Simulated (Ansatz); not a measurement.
Theory: DFT PBE, scalar-relativistic, plane waves, PAW in Ansatz 0.2.0. All cells share a 420 eV cutoff and Γ-centred k meshes spaced at most about 0.3 Å⁻¹ (about 0.25 or finer for metals, 2π included). No spin polarisation in the final relaxations.

Temperature and zero-point effects are left out. All come from trial cells, and lower structures may exist.

Question: Which of these relaxed structures of Al₅Cu is the lowest in energy?
A.

```
Al Cu
1.0
     4.88289    0.00000    0.00000
    -2.44145    4.22871    0.00000
     0.00000    0.00000    4.56541
Al Cu
5 1
Direct
  0.66667 0.33333 0.00000
  0.33333 0.66667 0.00000
  0.32627 0.00000 0.50000
  0.00000 0.32627 0.50000
  0.67373 0.67373 0.50000
  0.00000 0.00000 0.00000
```

B.

```
Al Cu
1.0
     2.84460    0.00000    0.00000
    -1.42230    2.46349    0.00000
     0.00000    0.00000   13.36569
Al Cu
5 1
Direct
  0.00000 0.00000 0.00000
  0.33333 0.66667 0.82515
  0.66667 0.33333 0.65079
  0.33333 0.66667 0.34921
  0.66667 0.33333 0.17485
  0.00000 0.00000 0.50000
```

C.

```
Al Cu
1.0
     2.82855    0.00000    0.00000
     0.00000    2.82855    0.00000
     0.00000    0.00000   11.66236
Al Cu
5 1
Cartesian
  0.0000 0.0000 9.6036
  1.4143 1.4143 0.0000
  0.0000 0.0000 2.0588
  1.4143 1.4143 4.1378
  1.4143 1.4143 7.5246
  0.0000 0.0000 5.8312
```

D.

```
Al Cu
1.0
     2.83470    0.00000    0.00000
    -1.41735    2.45492    0.00000
     0.00000    0.00000   13.52237
Al Cu
5 1
Cartesian
  0.0000 1.6366 11.1494
  0.0000 1.6366 2.3729
  1.4174 0.8183 0.0000
  1.4174 0.8183 4.7276
  1.4174 0.8183 8.7947
  0.0000 1.6366 6.7612
```

Answer: C. It has Al and Cu ordered on fcc sites, space group P4/mmm (No. 123); the next, B, with Al and Cu ordered on fcc sites, space group P-3m1 (No. 164), lies 19 meV/atom higher. Counting all near atoms (those within 1.25 times the shortest distance at each site), the lowest and the next both have Al 12, Cu 12.

Cells relaxed within their symmetry can be saddle points. Some candidate types were left out of the draw beforehand, so a known form may be missing.
